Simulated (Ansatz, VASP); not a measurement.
## One calculation of LiF, two programs

INCAR

```
SYSTEM = LiF
PREC = Accurate ; ENCUT = 520
EDIFF = 1E-6 ; ISMEAR = 0
SIGMA = 0.05 ; LREAL = .FALSE.
LASPH = .TRUE. ; NELM = 80
ALGO = Normal ; ISIF = 2
LWAVE = .FALSE. ; LCHARG = .TRUE.
GGA = PE ; LELF = .TRUE.
LVHAR = .TRUE. ; NBANDS = 12
```

File KPOINTS:

```
Automatic mesh
0
G
  10 10 10
  0 0 0
```

The input POSCAR:

```
LiF
1.0
    0.0000000000      2.1147000000      1.9636500000
    2.1147000000      0.0000000000      1.9636500000
    2.1147000000      2.1147000000      0.0000000000
Li F
1 1
Direct
    0.0000000000      0.0000000000      0.0000000000
    0.5000000000      0.5000000000      0.5000000000
```

Input for Ansatz:

```yaml
crystal:
  lattice:
    - [0.0, 2.1147, 1.96365]
    - [2.1147, 0.0, 1.96365]
    - [2.1147, 2.1147, 0.0]
  atoms:
    - { symbol: Li, position: [0.0, 0.0, 0.0] }
    - { symbol: F, position: [0.5, 0.5, 0.5] }
basis:
  ecutwfc: 420
kpoints:
  mp_grid: { grid: [10, 10, 10] }
hamiltonian:
  xc: pbe
scf:
  occupations: { method: gaussian, width: 0.05 }
output:
  forces: true
  stress: true
  eigenvalues: true
```

Change from the starting cell: strain +0.050 along x and y, -0.025 along z, atoms carried along.

Alike in both runs: task single point; functional PBE; k mesh 10 × 10 × 10; occupations gaussian, width 0.05 eV; no spin polarisation.

```csv
,VASP,Ansatz
version,VASP 6.6.1,Ansatz 0.2.0
potentials or method,"VASP PAW PBE potentials, release 64 (Li_sv, F)","scalar-relativistic, plane waves, PAW"
plane-wave cutoff (eV),520,420
valence electrons in the cell,10,10
```

```tsv
	VASP	Ansatz	Ansatz less VASP
gap on the k mesh at the Fermi level (eV)	8.40	8.40	+0.002
least direct gap on the mesh (eV)	8.40	8.40	+0.002
```

 A k mesh can miss the band edges.
